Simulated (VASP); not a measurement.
Write an ASE script for VASP 6.6.1 that does the following.

```yaml
Task: single point
Functional: RPBE
Potentials_or_basis: VASP PAW PBE potentials, release 64 (Zn, Cu_pv)
Cutoff: 520 eV
k_mesh: 9 × 9 × 9
Occupations: gaussian, width 0.02 eV
Spin: no spin polarisation
Further_INCAR_settings: ALGO = Normal; EDIFF = 1.00e-07
```

The system is ZnCu.

```
Zn Cu
1.0
     2.94500    0.00000    0.00000
     0.00000    2.94500    0.00000
     0.00000    0.00000    2.94500
Zn Cu
1 1
Cartesian
  1.4725 1.4725 1.4725
  0.0000 0.0000 0.0000
```

One way to write it, as run:

run.py

```python
from ase.calculators.vasp import Vasp
from ase.dft.bandgap import bandgap
from ase.spacegroup import crystal

atoms = crystal(
    ['Zn', 'Cu'],
    basis=[[0.5, 0.5, 0.5], [0.0, 0.0, 0.0]],
    spacegroup=221,
    setting=1,
    cellpar=[2.945, 2.945, 2.945, 90.0, 90.0, 90.0],
    primitive_cell=True,
)
calc = Vasp(
    directory='calc',
    xc='rpbe',
    pp='PBE',
    setups='materialsproject',
    prec='Accurate',
    encut=520,
    ediff=1e-07,
    ismear=0,
    sigma=0.02,
    lreal=False,
    lasph=True,
    nelm=80,
    algo='Normal',
    isif=2,
    lwave=False,
    lcharg=False,
    kpts=[9, 9, 9],
    gamma=True,
)
atoms.calc = calc

print('energy (eV):', atoms.get_potential_energy())
print('free energy (eV):', atoms.get_potential_energy(force_consistent=True))
print('forces (eV/A):')
print(atoms.get_forces())
print('stress (eV/A^3, Voigt):', atoms.get_stress())
print('Fermi level (eV):', calc.get_fermi_level())
gap, top, bottom = bandgap(calc)
print('band gap (eV):', gap, 'from (spin, k, band)', top, 'to', bottom)
```

Potentials or basis: VASP PAW PBE potentials, release 64 (Zn, Cu_pv).

Run with:

```sh
$ python run.py
```

It gave:

```
Pressure               : 6.0 GPa
Band gap on the k mesh : none (metal or under the smearing width)
```

Caveat: the PAW data sets were made with another functional, which shifts forces and pressure a little.

Run time: 22 s on 1 thread of Intel(R) Xeon(R) Platinum 8488C (Sapphire Rapids) (shared host), peak memory 0.14 GiB.
